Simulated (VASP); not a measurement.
# BAs (F-43m) in VASP: notebook, part 2 of 2

VASP 6.6.1. Earlier steps stand in the parts before.

### Step 3. Single point, r2SCAN

The input, POSCAR:

```
BAs
1.0
    0.0000000000      2.3885000000      2.3885000000
    2.3885000000      0.0000000000      2.3885000000
    2.3885000000      2.3885000000      0.0000000000
B As
1 1
Direct
    0.0000000000      0.0000000000      0.0000000000
    0.7500000000      0.7500000000      0.7500000000
```

The input, INCAR.step1:

```
  PREC = Accurate
  ENCUT = 520
  ISMEAR = 0
  SIGMA = 0.05
  LREAL = False
  LASPH = True
  NELM = 80
  NBANDS = 11
  GGA = PE
  ALGO = Normal
  EDIFF = 1E-4
  LWAVE = True
  LCHARG = False
```

The input, INCAR.step2:

```
  PREC = Accurate
  ENCUT = 520
  EDIFF = 1E-6
  ISMEAR = 0
  SIGMA = 0.05
  LREAL = False
  LASPH = True
  NELM = 80
  ALGO = Normal
  ISIF = 2
  LWAVE = False
  LCHARG = False
  METAGGA = R2SCAN
  LMIXTAU = True
  NBANDS = 11
  ISTART = 1
```

The input, KPOINTS:

```
regular mesh
0
Gamma
  10 10 10
```

Potentials or basis: VASP PAW PBE potentials, release 64 (B, As).

Started as:

```sh
cat potpaw_PBE.64/B/POTCAR potpaw_PBE.64/As/POTCAR > POTCAR
cp INCAR.step1 INCAR
mpirun -np 1 vasp_std > vasp.out
cp INCAR.step2 INCAR
mpirun -np 1 vasp_std > vasp.out
```

OUTCAR:

```text
PREC = Accurate
   ENCUT = 520
   EDIFF = 1E-6
   ISMEAR = 0
   LREAL = False
   LASPH = True
   NELM = 80
   ISIF = 2
   METAGGA = R2SCAN
   ISTART = 1

 ion  position               nearest neighbor table
   1  0.000  0.000  0.000-   2 2.07   2 2.07   2 2.07   2 2.07
   2  0.750  0.750  0.750-   1 2.07   1 2.07   1 2.07   1 2.07

  LATTYP: Found a face centered cubic cell.
 ALAT       =     4.7770000000

  Lattice vectors:

 A1 = (   0.0000000000,   2.3885000000,   2.3885000000)
 A2 = (   2.3885000000,   0.0000000000,   2.3885000000)
 A3 = (   2.3885000000,   2.3885000000,   0.0000000000)

Analysis of symmetry for initial positions (statically):
=====================================================================
 Subroutine PRICEL returns:
 Original cell was already a primitive cell.

 Routine SETGRP: Setting up the symmetry group for a
 face centered cubic supercell.

 Subroutine GETGRP returns: Found 24 space group operations
 (whereof 24 operations were pure point group operations)
 out of a pool of 48 trial point group operations.

The static configuration has the point symmetry T_d .

Analysis of symmetry for dynamics (positions and initial velocities):
=====================================================================
 Subroutine PRICEL returns:
 Original cell was already a primitive cell.

 Routine SETGRP: Setting up the symmetry group for a
 face centered cubic supercell.

 Subroutine GETGRP returns: Found 24 space group operations
 (whereof 24 operations were pure point group operations)
 out of a pool of 48 trial point group operations.

The dynamic configuration has the point symmetry T_d .

 Subroutine INISYM returns: Found 24 space group operations
 (whereof 24 operations are pure point group operations),
 and found     1 'primitive' translations

----------------------------------------------------------------------------------------

                                     Primitive cell
[... 114 lines left out ...]
  Thomas-Fermi vector in A             =   2.224191
   LORBIT       =      0    0 simple, 1 ext, 2 COOP (PROOUT), +10 PAW based schemes
   METAGGA = R2SCAN    functional components
   LHFCALC =     F    Hartree Fock is set to
   AEXX    =    0.0000 exact exchange contribution
   IVDW    =     0    specifies the selected vdW correction
   LEPSILON=     F    determine dielectric tensor
   LRPA    =     F    only Hartree local field effects (RPA)
 non-spin polarized calculation
 Gauss-broadening in eV      SIGMA  =   0.05
  energy-cutoff  :      520.00
  volume of cell :       27.25
 maximum number of plane-waves:       754
 NGX is ok and might be reduce to    28
   NGX = 13   NGY = 13   NGZ = 13

 number of electron       8.0000000 magnetization

 Free energy of the ion-electron system (eV)
  ---------------------------------------------------
  ext. energy  EPLUGINS =         0.00000000
  ---------------------------------------------------
  free energy    TOTEN  =       -22.25566543 eV

  energy without entropy =      -22.25566543  energy(sigma->0) =      -22.25566543

 E-fermi :   6.2570     XC(G=0): -11.1333

 val. band max:        6.0237522136   @ k =   0.0000   0.0000   0.0000
 cond. band min:       7.3939284304   @ k =   0.4000   0.4000   0.0000
 fundamental gap:      1.3701762168
 Fermi energy:         6.2569936910

 k-point     1 :       0.0000    0.0000    0.0000
  band No.  band energies     occupation
      1     -10.1346      2.00000
      2       6.0238      2.00000
      3       6.0238      2.00000
      4       6.0238      2.00000
      5       9.4692      0.00000
      6       9.4692      0.00000
      7       9.4692      0.00000
      8      11.1761      0.00000
      9      16.4026      0.00000
     10      19.4644      0.00000
     11      19.4644      0.00000
[... 309 lines left out ...]
 k-point    24 :       0.4000    0.3000    0.0000
  band No.  band energies     occupation
      1      -7.3468      2.00000
      2      -0.8065      2.00000
      3       1.8393      2.00000
      4       2.3384      2.00000
      5       7.9299      0.00000
      6       9.7341      0.00000
      7      15.4400      0.00000
      8      15.6690      0.00000
      9      18.9792      0.00000
     10      22.6077      0.00000
     11      22.7994      0.00000

 [... further k-points ...]
[... 5 lines left out ...]
  --------------------------------------------------------------------------------------
  -------------------------------------------------------------------------------------
  Total        0.1472610      0.1472610      0.1472610      0.0000000      0.0000000     -0.0000000
  in kB        8.6575013      8.6575013      8.6575013      0.0000000      0.0000000     -0.0000000
  external PRESSURE =       8.6575013 kB  Pullay stress =       0.0000000 kB

 VOLUME and BASIS-vectors are now :
 -----------------------------------------------------------------------------
  energy-cutoff  :      520.00
  volume of cell :       27.25
      direct lattice vectors                 reciprocal lattice vectors
     0.000000000  2.388500000  2.388500000    -0.209336404  0.209336404  0.209336404
     2.388500000  0.000000000  2.388500000     0.209336404 -0.209336404  0.209336404
     2.388500000  2.388500000  0.000000000     0.209336404  0.209336404 -0.209336404

 POSITION                                       TOTAL-FORCE (eV/Angst)
 -----------------------------------------------------------------------------------
      0.00000      0.00000      0.00000         0.000000      0.000000      0.000000
      3.58275      3.58275      3.58275        -0.000000     -0.000000     -0.000000
 -----------------------------------------------------------------------------------
    total drift:                                0.000000      0.000000      0.000000

  FREE ENERGIE OF THE ION-ELECTRON SYSTEM (eV)
  ---------------------------------------------------
  free  energy   TOTEN  =       -22.2556654314 eV

  energy  without entropy=      -22.2556654314  energy(sigma->0) =      -22.25566543
```

OUTCAR.step1:

```text
PREC = Accurate
   ENCUT = 520
   ISMEAR = 0
   LREAL = False
   LASPH = True
[... 559 lines left out ...]
      0.00000      0.00000      0.00000        -0.000000     -0.000000      0.000000
      3.58275      3.58275      3.58275         0.000000      0.000000     -0.000000
 -----------------------------------------------------------------------------------
    total drift:                                0.000000      0.000000      0.000000

  FREE ENERGIE OF THE ION-ELECTRON SYSTEM (eV)
  ---------------------------------------------------
  free  energy   TOTEN  =       -11.4064026242 eV

  energy  without entropy=      -11.4064026242  energy(sigma->0) =      -11.40640262
```

OSZICAR.step1:

```text
N       E                     dE             d eps       ncg     rms          rms(c)
DAV:   1     0.126778386133E+02    0.12678E+02   -0.38969E+03  1034   0.653E+02
DAV:   2    -0.113052585707E+02   -0.23983E+02   -0.23056E+02  1430   0.105E+02
DAV:   3    -0.120437236417E+02   -0.73847E+00   -0.73682E+00  1299   0.171E+01
DAV:   4    -0.120457041616E+02   -0.19805E-02   -0.19804E-02  1168   0.102E+00
DAV:   5    -0.120457071179E+02   -0.29562E-05   -0.29563E-05  1242   0.423E-02    0.493E+00
DAV:   6    -0.114722488835E+02    0.57346E+00   -0.15826E+00  1097   0.511E+00    0.240E+00
DAV:   7    -0.114127331524E+02    0.59516E-01   -0.19375E-01  1205   0.216E+00    0.984E-01
DAV:   8    -0.114059392450E+02    0.67939E-02   -0.20239E-02  1178   0.809E-01    0.983E-02
DAV:   9    -0.114062411546E+02   -0.30191E-03   -0.76318E-04  1163   0.160E-01    0.587E-02
DAV:  10    -0.114063967087E+02   -0.15555E-03   -0.19150E-04  1108   0.844E-02    0.122E-02
DAV:  11    -0.114064026242E+02   -0.59155E-05   -0.52385E-06   544   0.156E-02
   1 F= -.11406403E+02 E0= -.11406403E+02  d E =-.268738E-13
```

Run time: 59 s. Hardware: 1 thread of Intel Xeon Platinum 8488C (Sapphire Rapids), shared host; peak memory 0.16 GiB.

What came out:

```yaml
Free_energy: -22.2557 eV
Pressure: 0.9 GPa
Band_gap_on_the_k_mesh: 1.37 eV, indirect (least direct gap 3.45 eV)
```

Levels at points of the mesh, in eV from the valence-band top:
```tsv
k point	band 2	band 3	band 4	band 5	band 6	band 7
(0.00, 0.00, 0.00)	0.00	0.00	0.00	3.45	3.45	3.45
(0.50, 0.00, 0.00)	-9.24	-1.94	-1.94	2.97	5.06	5.06
(0.50, 0.50, 0.00)	-9.06	-4.31	-4.31	1.61	1.69	12.16
```

Caveat: the PAW data sets were made with another functional, which shifts forces and pressure a little.
